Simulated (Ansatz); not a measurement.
Crystal: Co.

```xyz
2
Lattice="2.4720 0.0000 0.0000 -1.2360 2.1408 0.0000 0.0000 0.0000 4.0211" Properties=species:S:1:pos:R:3 pbc="T T T"
Co    1.2360    0.7136    3.0159
Co    0.0000    1.4272    1.0053
```

| Property | Result |
| --- | --- |
| Program | Ansatz 0.2.0 |
| Task | relaxation of cell and atoms |
| Functional | PBEsol |
| Dispersion | D4 |
| Potentials or basis | Ansatz PAW |
| Cutoff | 420 eV (not typed: the program's choice for these potentials) |
| k mesh | 12 × 12 × 7 |
| Occupations | fermi-dirac, width 0.05 eV |
| Spin | collinear spin, ferromagnetic start |
| Starting moments | [2.0, 2.0] μB |

At the start: volume 10.64 Å³/atom.

Q: How do energy, volume and symmetry change on relaxing?

A: It ends after 7 steps and the volume is 10.21 Å³/atom (-4.1 %); space group P6_3/mmc (No. 194, to 0.05 Å); moment 3.09 μB per cell.

Step by step:
```
step  energy change (eV)  largest force (eV/Å)  volume (Å³)
   1              0.0000                0.0000        21.28
   2             -0.0207                0.0000        20.83
   3             -0.0276                0.0000        20.40
   4             -0.0275                0.0000        20.43
   5             -0.0267                0.0000        20.43
   6             -0.0267                0.0000        20.42
   7             -0.0267                0.0000        20.42
```

Final structure:
```yaml
crystal:
  lattice:
    - [2.44464, 0.00000, 0.00000]
    - [-1.22232, 2.11712, 0.00000]
    - [0.00000, 0.00000, 3.94513]
  atoms:
    - { symbol: Co, position: [0.66667, 0.33333, 0.75000] }
    - { symbol: Co, position: [0.33333, 0.66667, 0.25000] }
```

Caveat: the plane-wave basis is chosen anew once the cell has moved, so the energies of steps on either side of that aren't comparable; pairwise dispersion overbinds metals, which lowers pressure and volume; the PAW data sets come from PBE, with cores solved anew for the run's functional, which leaves a small shift of forces and pressure.
